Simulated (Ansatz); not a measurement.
All numbers below come from Ansatz, DFT PBE, scalar-relativistic, plane waves, PAW. All cells share a 420 eV cutoff and Γ-centred k meshes spaced about 0.3 Å⁻¹ or finer (0.25 for metals, 2π included). These runs have no spin polarisation.

A search over trial structures of CoH3 gave this relaxed cell.

```
Co H
1.0
     4.34117    0.00000    0.00000
    -2.17059    3.75957    0.00000
     0.00000    0.00000    2.56752
Co H
2 6
Cartesian
  0.0000 2.5064 0.6419
  2.1706 1.2532 1.9256
  1.1538 2.6120 1.9256
  -0.4855 1.4543 1.9256
  -0.6684 3.4528 1.9256
  1.0168 1.1476 0.6419
  2.6561 2.3052 0.6419
  2.8389 0.3067 0.6419
```

Q: Is it a true minimum?

A: As far as tested, yes. The phonons on a 2×2×4 q mesh of the computed 8-atom cell show no imaginary mode. (Phonon run: 12×12×12 k mesh, Gaussian smearing of 0.10 eV.) After random moves of the atoms it relaxes back. The optical modes at Γ run from 186 to 1284 cm⁻¹, and the highest mode on the mesh lies at 1309 cm⁻¹. Co is surrounded by 9 H at 1.70–1.73 Å; around H lie 3 Co at 1.70–1.73 Å and 8 H at 1.95–2.01 Å. The phonon run warned that its eigensolver hadn't fully converged.

Spin polarisation was left out, though Co can carry moments; a magnetic state may lie lower. Phonons of metals hang on the k mesh and the smearing.
